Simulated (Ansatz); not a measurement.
# Ru: a line through a two-coordinate scan

Aim: follow the energy of Ru (P6_3/mmc, No. 194; 2 atoms in the cell) along one coordinate, amplitude of mode 5 (203 cm⁻¹), with the other held at amplitude of mode 4 (203 cm⁻¹) = −0.140 Å.

Program: Ansatz 0.2.0. Level of theory: DFT LDA, scalar-relativistic, plane waves, PAW. These are calculated values, not measurements.

2 further runs of the same task are left out: 2 set aside as unsound or not needed.

## 1. The system as given

It takes space group P6_3/mmc (No. 194, hexagonal). Conventional cell: a = 2.674 Å, b = 2.674 Å, c = 4.227 Å, α = 90.00°, β = 90.00°, γ = 120.00°. Ru (site symmetry -6m2) has 12 Ru at 2.62 to 2.67 Å as nearest neighbours.

As a file:

```xyz
2
Lattice="2.6741 0.0000 0.0000 -1.3370 2.3158 0.0000 0.0000 0.0000 4.2268" Properties=species:S:1:pos:R:3 pbc="T T T"
Ru    0.0000    1.5439    1.0567
Ru    1.3370    0.7719    3.1701
```

It is the result of an earlier relaxation at this level (volume 13.09 Å³/atom; gap on the mesh: none (metal)).

## 2. The scan

The energy is mapped over two normal modes frozen in (zone-centre modes of the cell shown).

- amplitude of mode 4 (203 cm⁻¹), largest displacement: 7 values from −0.140 to 0.140 Å
- amplitude of mode 5 (203 cm⁻¹), largest displacement: 7 values from −0.140 to 0.140 Å

Nothing else is relaxed (the cell and all other modes fixed). Energies count from the relaxed high-symmetry cell. Points are written as (first, second).

The modes come from a phonon run on the reference cell, made beforehand.

Displacement patterns for an amplitude of 1 (Å):

| atom | x1 | y1 | z1 | x2 | y2 | z2 |
| --- | --- | --- | --- | --- | --- | --- |
| Ru1 | 1.000 | 0.000 | 0.000 | 0.000 | 1.000 | 0.000 |
| Ru2 | -1.000 | 0.000 | 0.000 | 0.000 | -1.000 | 0.000 |

## 3. Point (−0.140 Å, −0.140 Å)

Input file input.yaml:

```yaml
crystal:
  lattice:
    - [2.6740588025, 0.0, 0.0]
    - [-1.3370294013, 2.3158028542, 0.0]
    - [0.0, 0.0, 4.2267610266]
  atoms:
    - { symbol: Ru, position: [0.2507513656, 0.6062124705, 0.25] }
    - { symbol: Ru, position: [0.7492486344, 0.3937875295, 0.75] }
basis:
  ecutwfc: 420
kpoints:
  mp_grid: { grid: [21, 21, 10] }
hamiltonian:
  xc: lda
  pseudopotentials: { kind: paw, azcp: { folder: soft_1 } }
scf:
  occupations: { method: gaussian, width: 0.15 }
output:
  forces: true
  stress: true
  eigenvalues: true
```

The run is started by

```bash
ansatz run input.yaml --threads 1 --pin off --max-ram 2048MiB --backend cpu --events-out ev --progress --plain --runs-dir out
```

The log of the run (excerpt; [...] marks lines left out):

```text
Warning: <dir> the record states the generating functional pbe (its physics header spells it `PBE`), which answers neither for hamiltonian.xc's functional nor for the lda family's — results may be inconsistent (PPs are generated against a specific XC)
Warning: RAYON_NUM_THREADS=1 ignored (pool sized by the plan → 1); use --threads N
[...]
Pseudopotentials: kind: paw
Pseudopotential: Ru, paw, valence charge 16, recommended cutoff 420 eV (normal), <dir>
Functional definition: SPW92
[...]
Crystal: 2 atoms, lattice volume = 26.175 Å³
Basis set: ecut = 420 eV, 537 PW (Γ)
Bands: 20, of which v1, the nominal top of the filled ones, is band 16 counted from 1 (15 counted from 0)
Symmetry: 4 space group operations
Space group: P21/m (ITA 11), of the structure as read, at distance tolerance 3.0e-5 Å
k-points: 1326 of 4410
[...]
SCF iter   1: F=—  HF=-11517.466776 eV  |F-HF|=—  |Δ(HF+E_count)|=         —  Δρ=1.26e-1  dr2=3.80e0  ethr=3.10e-3  ⟨swp⟩=4.8  Hψ=103040  notcnv=0
[...]
SCF iter   6: F=-11516.125168 eV  HF=-11516.125168 eV  |F-HF|=4.61e-8  |Δ(HF+E_count)|=   2.61e-7  Δρ=2.60e-5  dr2=7.10e-8  ethr=3.13e-10  ⟨swp⟩=4.0  Hψ=130407  notcnv=0
[...]
SCF converged after 6 iterations
Free energy (F): -11516.125168 eV
[...]
E sigma→0 (E₀):  -11516.113132 eV
Entropy (-TS):   -0.024073 eV (-12.036 meV/atom)
Fermi energy:    24.194579 eV
[...]
--- Forces (eV/Å), atoms counted from 1 ---
  atom   1  Ru     1.60044655     1.90306971     0.00000000
  atom   2  Ru    -1.60044655    -1.90306971     0.00000000
[...]
--- Stress (GPa, compression-positive) ---
        9.450965       5.296586       0.000000
        5.296584      -2.089586       0.000000
        0.000000       0.000000      18.555107
  P = ⅓ Tr σ = 8.6388 GPa (86.388 kbar)
--- Band table (eV; the first three rows and the last of 1326) ---
  k-point 0: bands = ["-48.9659", "-48.6717", "-19.7396", "-18.5803", "-18.3473", "-18.3258", "-18.2741", "-18.1762", "15.8465", "17.6885", "20.6108", "21.3317", "21.7447", "21.7888", "21.9222", "22.7191", "23.8440", "24.0769", "25.4457", "26.0910"]
[...]
```

Run time: 56 s. Hardware: 1 thread of Arm Neoverse N1, shared host; peak memory 0.76 GiB.

Energy on the map's scale: 0.545 eV.

## 4. Point (−0.140 Å, −0.093 Å)

Changes to input.yaml since step 3:

```diff
@@ -6,4 +6,4 @@
   atoms:
-    - { symbol: Ru, position: [0.2507513656, 0.6062124705, 0.25] }
-    - { symbol: Ru, position: [0.7492486344, 0.3937875295, 0.75] }
+    - { symbol: Ru, position: [0.2608342619, 0.6263782631, 0.25] }
+    - { symbol: Ru, position: [0.7391657381, 0.3736217369, 0.75] }
 basis:
```

The run is started by

```bash
ansatz run input.yaml --threads 1 --pin off --max-ram 2048MiB --backend cpu --events-out ev --progress --plain --runs-dir out
```

The log of the run (excerpt; [...] marks lines left out):

```text
Warning: <dir> the record states the generating functional pbe (its physics header spells it `PBE`), which answers neither for hamiltonian.xc's functional nor for the lda family's — results may be inconsistent (PPs are generated against a specific XC)
Warning: RAYON_NUM_THREADS=1 ignored (pool sized by the plan → 1); use --threads N
[...]
[... 3 set-up lines as earlier in the session ...]
[...]
Crystal: 2 atoms, lattice volume = 26.175 Å³
Basis set: ecut = 420 eV, 537 PW (Γ)
Bands: 20, of which v1, the nominal top of the filled ones, is band 16 counted from 1 (15 counted from 0)
[... 2 set-up lines as earlier in the session ...]
k-points: 1326 of 4410
[...]
SCF iter   1: F=—  HF=-11517.649882 eV  |F-HF|=—  |Δ(HF+E_count)|=         —  Δρ=1.27e-1  dr2=3.90e0  ethr=3.10e-3  ⟨swp⟩=4.8  Hψ=102765  notcnv=0
[...]
SCF iter   6: F=-11516.273890 eV  HF=-11516.273891 eV  |F-HF|=3.13e-8  |Δ(HF+E_count)|=   1.07e-7  Δρ=2.49e-5  dr2=5.40e-8  ethr=3.13e-10  ⟨swp⟩=4.1  Hψ=128906  notcnv=0
[...]
SCF converged after 6 iterations
Free energy (F): -11516.273890 eV
[...]
E sigma→0 (E₀):  -11516.263426 eV
Entropy (-TS):   -0.020929 eV (-10.465 meV/atom)
Fermi energy:    24.172673 eV
[...]
--- Forces (eV/Å), atoms counted from 1 ---
  atom   1  Ru     1.79260428     1.25443935     0.00000000
  atom   2  Ru    -1.79260428    -1.25443935     0.00000000
[...]
--- Stress (GPa, compression-positive) ---
        6.483200       5.139303       0.000000
        5.139302      -0.620559       0.000000
        0.000000       0.000000      13.595483
  P = ⅓ Tr σ = 6.4860 GPa (64.860 kbar)
--- Band table (eV; the first three rows and the last of 1326) ---
  k-point 0: bands = ["-48.9736", "-48.6917", "-19.7061", "-18.5923", "-18.3605", "-18.3468", "-18.2964", "-18.2053", "15.8400", "17.6523", "20.8221", "21.3469", "21.6163", "21.7292", "21.9765", "22.6819", "23.8223", "24.0743", "25.4393", "26.0426"]
[...]
```

Wall time 55 s (1 thread of Arm Neoverse N1, shared host); peak memory 0.76 GiB.

That is 0.396 eV from the zero.

## 5. Grid point (−0.140 Å, −0.047 Å)

Changes to input.yaml since step 4:

```diff
@@ -6,4 +6,4 @@
   atoms:
-    - { symbol: Ru, position: [0.2608342619, 0.6263782631, 0.25] }
-    - { symbol: Ru, position: [0.7391657381, 0.3736217369, 0.75] }
+    - { symbol: Ru, position: [0.2708955674, 0.6465008741, 0.25] }
+    - { symbol: Ru, position: [0.7291044326, 0.3534991259, 0.75] }
 basis:
```

The run is started by

```bash
ansatz run input.yaml --threads 1 --pin off --max-ram 2048MiB --backend cpu --events-out ev --progress --plain --runs-dir out
```

The log of the run (excerpt; [...] marks lines left out):

```text
Warning: <dir> the record states the generating functional pbe (its physics header spells it `PBE`), which answers neither for hamiltonian.xc's functional nor for the lda family's — results may be inconsistent (PPs are generated against a specific XC)
Warning: RAYON_NUM_THREADS=1 ignored (pool sized by the plan → 1); use --threads N
[...]
[... 3 set-up lines as earlier in the session ...]
[...]
Crystal: 2 atoms, lattice volume = 26.175 Å³
Basis set: ecut = 420 eV, 537 PW (Γ)
Bands: 20, of which v1, the nominal top of the filled ones, is band 16 counted from 1 (15 counted from 0)
[... 2 set-up lines as earlier in the session ...]
k-points: 1326 of 4410
[...]
SCF iter   1: F=—  HF=-11517.758307 eV  |F-HF|=—  |Δ(HF+E_count)|=         —  Δρ=1.28e-1  dr2=3.97e0  ethr=3.10e-3  ⟨swp⟩=4.9  Hψ=102847  notcnv=0
[...]
SCF iter   6: F=-11516.356654 eV  HF=-11516.356654 eV  |F-HF|=4.84e-8  |Δ(HF+E_count)|=   1.38e-6  Δρ=2.71e-5  dr2=7.36e-8  ethr=3.13e-10  ⟨swp⟩=4.4  Hψ=132532  notcnv=0
[...]
SCF converged after 6 iterations
Free energy (F): -11516.356654 eV
[...]
E sigma→0 (E₀):  -11516.346769 eV
Entropy (-TS):   -0.019770 eV (-9.885 meV/atom)
Fermi energy:    24.158639 eV
[...]
--- Forces (eV/Å), atoms counted from 1 ---
  atom   1  Ru     1.94221089     0.52159201     0.00000000
  atom   2  Ru    -1.94221089    -0.52159201     0.00000000
[...]
--- Stress (GPa, compression-positive) ---
        3.624719       5.209323       0.000000
        5.209324       0.720467       0.000000
        0.000000       0.000000      10.535979
  P = ⅓ Tr σ = 4.9604 GPa (49.604 kbar)
--- Band table (eV; the first three rows and the last of 1326) ---
  k-point 0: bands = ["-48.9755", "-48.7041", "-19.6742", "-18.5964", "-18.3870", "-18.3517", "-18.3007", "-18.2266", "15.8345", "17.6162", "20.9170", "21.2946", "21.5938", "21.8045", "21.9747", "22.6307", "23.6730", "24.2289", "25.4332", "26.0675"]
[...]
```

It took 55 s on 1 thread of Arm Neoverse N1, shared host; peak memory 0.76 GiB.

That is 0.314 eV from the zero.

## 6. Point (−0.140 Å, 0.000 Å)

Changes to input.yaml since step 5:

```diff
@@ -6,4 +6,4 @@
   atoms:
-    - { symbol: Ru, position: [0.2708955674, 0.6465008741, 0.25] }
-    - { symbol: Ru, position: [0.7291044326, 0.3534991259, 0.75] }
+    - { symbol: Ru, position: [0.2809784637, 0.6666666667, 0.25] }
+    - { symbol: Ru, position: [0.7190215363, 0.3333333333, 0.75] }
 basis:
```

The run is started by

```bash
ansatz run input.yaml --threads 1 --pin off --max-ram 2048MiB --backend cpu --events-out ev --progress --plain --runs-dir out
```

The log of the run (excerpt; [...] marks lines left out):

```text
[...]
SCF converged after 6 iterations
Free energy (F): -11516.373014 eV
[...]
E sigma→0 (E₀):  -11516.363110 eV
Entropy (-TS):   -0.019808 eV (-9.904 meV/atom)
Fermi energy:    24.154231 eV
[...]
--- Forces (eV/Å), atoms counted from 1 ---
  atom   1  Ru     2.06993891    -0.16574562     0.00000000
  atom   2  Ru    -2.06993891     0.16574562     0.00000000
[...]
--- Stress (GPa, compression-positive) ---
        1.085836       5.450878       0.000000
        5.450880       2.134740       0.000000
        0.000000       0.000000       9.445216
  P = ⅓ Tr σ = 4.2219 GPa (42.219 kbar)
--- Band table (eV; the first three rows and the last of 1326) ---
  k-point 0: bands = ["-48.9741", "-48.7099", "-19.6489", "-18.5998", "-18.4007", "-18.3609", "-18.2931", "-18.2384", "15.8308", "17.5825", "20.8785", "21.2106", "21.6448", "21.9038", "22.0094", "22.5650", "23.6577", "24.2705", "25.4295", "26.1786"]
[...]
```

Wall time 57 s (1 thread of Arm Neoverse N1, shared host); peak memory 0.76 GiB.

On the map this point reads 0.297 eV.

## 7. Point (−0.140 Å, 0.047 Å)

Changes to input.yaml since step 6:

```diff
@@ -6,4 +6,4 @@
   atoms:
-    - { symbol: Ru, position: [0.2809784637, 0.6666666667, 0.25] }
-    - { symbol: Ru, position: [0.7190215363, 0.3333333333, 0.75] }
+    - { symbol: Ru, position: [0.29106136, 0.6868324592, 0.25] }
+    - { symbol: Ru, position: [0.70893864, 0.3131675408, 0.75] }
 basis:
```

The run is started by

```bash
ansatz run input.yaml --threads 1 --pin off --max-ram 2048MiB --backend cpu --events-out ev --progress --plain --runs-dir out
```

The log of the run (excerpt; [...] marks lines left out):

```text
[...]
SCF converged after 6 iterations
Free energy (F): -11516.326495 eV
[...]
E sigma→0 (E₀):  -11516.316370 eV
Entropy (-TS):   -0.020250 eV (-10.125 meV/atom)
Fermi energy:    24.165088 eV
[...]
--- Forces (eV/Å), atoms counted from 1 ---
  atom   1  Ru     2.15260055    -0.82119966     0.00000000
  atom   2  Ru    -2.15260055     0.82119966     0.00000000
[...]
--- Stress (GPa, compression-positive) ---
       -1.022343       5.783989       0.000000
        5.783992       3.620218       0.000000
        0.000000       0.000000      10.469271
  P = ⅓ Tr σ = 4.3557 GPa (43.557 kbar)
--- Band table (eV; the first three rows and the last of 1326) ---
  k-point 0: bands = ["-48.9680", "-48.7066", "-19.6345", "-18.6022", "-18.3951", "-18.3660", "-18.2782", "-18.2378", "15.8296", "17.5587", "20.7719", "21.1482", "21.7227", "21.7929", "22.2583", "22.4890", "23.7609", "24.2033", "25.4283", "26.3428"]
[...]
```

Run time: 55 s. Hardware: 1 thread of Arm Neoverse N1, shared host; peak memory 0.76 GiB.

That is 0.344 eV from the zero.

## 8. Grid point (−0.140 Å, 0.093 Å)

Changes to input.yaml since step 7:

```diff
@@ -6,4 +6,4 @@
   atoms:
-    - { symbol: Ru, position: [0.29106136, 0.6868324592, 0.25] }
-    - { symbol: Ru, position: [0.70893864, 0.3131675408, 0.75] }
+    - { symbol: Ru, position: [0.3011226655, 0.7069550702, 0.25] }
+    - { symbol: Ru, position: [0.6988773345, 0.2930449298, 0.75] }
 basis:
@@ -21 +21,5 @@
   eigenvalues: true
+  write_density: true
+  write_potential: true
+  elf: true
+  volumetric_format: npy
```

The run is started by

```bash
ansatz run input.yaml --threads 1 --pin off --max-ram 2048MiB --backend cpu --events-out ev --progress --plain --runs-dir out
```

The log of the run (excerpt; [...] marks lines left out):

```text
[...]
SCF converged after 6 iterations
Free energy (F): -11516.222536 eV
[...]
E sigma→0 (E₀):  -11516.211397 eV
Entropy (-TS):   -0.022278 eV (-11.139 meV/atom)
Fermi energy:    24.180959 eV
[...]
--- Forces (eV/Å), atoms counted from 1 ---
  atom   1  Ru     2.15606681    -1.38820122     0.00000000
  atom   2  Ru    -2.15606681     1.38820122     0.00000000
[...]
--- Stress (GPa, compression-positive) ---
       -2.538485       6.175611       0.000000
        6.175609       5.352326       0.000000
        0.000000       0.000000      13.423369
  P = ⅓ Tr σ = 5.4124 GPa (54.124 kbar)
--- Band table (eV; the first three rows and the last of 1326) ---
  k-point 0: bands = ["-48.9579", "-48.6935", "-19.6348", "-18.5994", "-18.3724", "-18.3659", "-18.2575", "-18.2230", "15.8315", "17.5542", "20.6384", "21.1210", "21.6904", "21.8131", "22.4045", "22.4873", "23.9430", "24.0570", "25.4297", "26.4965"]
[...]
```

Run time: 77 s. Hardware: 1 thread of Arm Neoverse N1, shared host; peak memory 0.74 GiB.

Density in a lattice plane of the grid's cell (edges 2.67 and 4.23 Å, at 0.293 of the third edge), which holds Ru.

Ten even steps from ' ' (0.27 e/Å³) to '@' (11.71 e/Å³):
```
                      ..        
                ..::::--::::..  
              ..::==++**++==--..
..            ::==**%%%%%%##==::
..          ..::==##@@@@@@##++--
..            ::==**%%%%%%##==::
              ..::==++**++==--..
                ..::::--::::..  
                      ..        
                                
                                
                                
                                
                                
                                
                                
                                
                                
                                
                                
```
Columns run along the first of these edges and rows up along the second, over one cell in 16 and 20 even steps from the bottom left corner. Atoms in the plane (fractional): Ru at (0.70, 0.75).

ELF in the same plane.

Values, 12 rows by 8 columns:
```
0.26 0.27 0.27 0.23 0.36 0.48 0.49 0.40
0.37 0.27 0.27 0.33 0.56 0.60 0.59 0.57
0.44 0.28 0.28 0.39 0.60 0.53 0.51 0.61
0.37 0.27 0.27 0.33 0.56 0.60 0.59 0.57
0.26 0.27 0.27 0.23 0.36 0.48 0.49 0.40
0.28 0.26 0.27 0.27 0.22 0.23 0.26 0.28
0.24 0.21 0.23 0.29 0.31 0.30 0.32 0.30
0.25 0.26 0.26 0.28 0.30 0.30 0.31 0.27
0.29 0.31 0.29 0.28 0.28 0.28 0.29 0.27
0.25 0.26 0.26 0.28 0.30 0.30 0.31 0.27
0.24 0.21 0.23 0.29 0.31 0.30 0.32 0.30
0.28 0.26 0.27 0.27 0.22 0.23 0.26 0.28
```
Columns run along the first of these edges and rows up along the second, over one cell in 8 and 12 even steps from the bottom left corner. Atoms in the plane (fractional): Ru at (0.70, 0.75).

Both are smooth fields of the valence electrons: close to the nuclei they are not physical.

Energy on the map's scale: 0.448 eV.

## 9. The run at (−0.140 Å, 0.140 Å)

Changes to input.yaml since step 8:

```diff
@@ -6,4 +6,4 @@
   atoms:
-    - { symbol: Ru, position: [0.3011226655, 0.7069550702, 0.25] }
-    - { symbol: Ru, position: [0.6988773345, 0.2930449298, 0.75] }
+    - { symbol: Ru, position: [0.3112055618, 0.7271208628, 0.25] }
+    - { symbol: Ru, position: [0.6887944382, 0.2728791372, 0.75] }
 basis:
```

The run is started by

```bash
ansatz run input.yaml --threads 1 --pin off --max-ram 2048MiB --backend cpu --events-out ev --progress --plain --runs-dir out
```

The log of the run (excerpt; [...] marks lines left out):

```text
[...]
SCF converged after 6 iterations
Free energy (F): -11516.072450 eV
[...]
E sigma→0 (E₀):  -11516.059765 eV
Entropy (-TS):   -0.025370 eV (-12.685 meV/atom)
Fermi energy:    24.197774 eV
[...]
--- Forces (eV/Å), atoms counted from 1 ---
  atom   1  Ru     2.05981290    -1.79600854     0.00000000
  atom   2  Ru    -2.05981290     1.79600854     0.00000000
[...]
--- Stress (GPa, compression-positive) ---
       -3.611707       6.270416       0.000000
        6.270412       7.604888       0.000000
        0.000000       0.000000      18.130587
  P = ⅓ Tr σ = 7.3746 GPa (73.746 kbar)
--- Band table (eV; the first three rows and the last of 1326) ---
  k-point 0: bands = ["-48.9484", "-48.6744", "-19.6588", "-18.5893", "-18.3636", "-18.3395", "-18.2353", "-18.1983", "15.8367", "17.5767", "20.4888", "21.1290", "21.6306", "21.9105", "22.3149", "22.6556", "23.8559", "24.1699", "25.4334", "26.5747"]
[...]
```

Wall time 77 s (1 thread of Arm Neoverse N1, shared host); peak memory 0.74 GiB.

Density in a lattice plane of the grid's cell (edges 2.67 and 4.23 Å, at 0.273 of the third edge), which holds Ru.

Ten even steps from ' ' (0.26 e/Å³) to '@' (11.68 e/Å³):
```
                      ..        
                ..::::--::::..  
              ..::==++**++==--..
            ..::==**%%%%%%**==::
..          ..::++##@@@@@@##++::
            ..::==**%%%%%%**==::
              ..::==++**++==--..
                ..::::--::::..  
                      ..        
                                
                                
                                
                                
                                
                                
                                
                                
                                
                                
                                
```
Columns run along the first of these edges and rows up along the second, over one cell in 16 and 20 even steps from the bottom left corner. Atoms in the plane (fractional): Ru at (0.69, 0.75).

ELF in the same plane.

Ten even steps from '0' (0.21) to '9' (0.61):
```
0111100012344321
1011101257887753
2111112589999985
4111124799888997
5211125899767998
4111124799888997
2111112589999985
1011101257887753
0111100012344321
1111111000011111
1000112211111222
0000012222222221
0000011211222211
1111111111112211
1111111111112211
1111111111112211
0000011211222211
0000012222222221
1000112211111222
1111111000011111
```
Columns run along the first of these edges and rows up along the second, over one cell in 16 and 20 even steps from the bottom left corner. Atoms in the plane (fractional): Ru at (0.69, 0.75).

Both are smooth fields of the valence electrons: close to the nuclei they are not physical.

On the map this point reads 0.598 eV.

## 10. Results

```
amplitude of mode 5 (203 cm⁻¹), largest displacement (Å)  step  energy (eV)  slope (eV per Å)  pressure (GPa)  largest force on an atom (eV/Å)
                                                  −0.140     3        0.545              −3.8            8.64                             2.49
                                                  −0.093     4        0.396              −2.5            6.49                             2.19
                                                  −0.047     5        0.314              −1.0            4.96                             2.01
                                                   0.000     6        0.297               0.3            4.22                             2.08
                                                   0.047     7        0.344               1.6            4.36                             2.30
                                                   0.093     8        0.448               2.8            5.41                             2.56
                                                   0.140     9        0.598               3.6            7.38                             2.73
```

Energies count from the relaxed high-symmetry cell. Slopes come from the forces (and the stress, where the cell changes), not from differences of energies.

Along the line the energy is lowest at 0.000 Å, 0.297 eV from the zero. A fit to energies and slopes at the lowest point and its two neighbours puts the minimum at −0.0114 Å, with a curvature of about 29 eV per Å². The highest point computed, at 0.140 Å, lies 0.301 eV above the lowest. This is one cut through a surface in two coordinates; the map's lowest point lies off it. With the other coordinates free, the energies away from the reference would be the same or lower.
